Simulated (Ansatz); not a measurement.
## Si + C → SiC: energy for one SiC from the elemental crystals

SiC (F-43m), 4×4×4 mesh:

```xyz
2
Lattice="0.0000 2.1790 2.1790 2.1790 0.0000 2.1790 2.1790 2.1790 0.0000" Properties=species:S:1:pos:R:3 pbc="T T T"
Si    0.0000    0.0000    0.0000
C     1.0895    1.0895    1.0895
```

Si (Fd-3m), 4×4×4 mesh:

```xyz
2
Lattice="0.0000 2.7155 2.7155 2.7155 0.0000 2.7155 2.7155 2.7155 0.0000" Properties=species:S:1:pos:R:3 pbc="T T T"
Si    0.0000    0.0000    0.0000
Si    1.3578    1.3578    1.3578
```

C (Fd-3m), 4×4×4 mesh:

```
CELL_PARAMETERS angstrom
0.00000 1.78350 1.78350
1.78350 0.00000 1.78350
1.78350 1.78350 0.00000
ATOMIC_POSITIONS crystal
C 0.00000 0.00000 0.00000
C 0.25000 0.25000 0.25000
```

RPA total energy on PBE orbitals, soft PAW set, first generation (Ansatz); wave cutoff 420 eV, correlation extrapolated to infinite response cutoff from cutoffs up to 280 eV, long-wavelength term: neglected.

PBE gives -0.58 eV.

Task: What does RPA give, and how does it split?

Result: -0.69 eV: exact exchange -0.75 eV and correlation +0.06 eV. The meshes are coarse, which can move each part by tenths of an eV, so these aren't converged reaction energies.

Soft PAW datasets can recover too little correlation energy, by a few per cent up to a quarter and more. This ran on a trial build of the method.
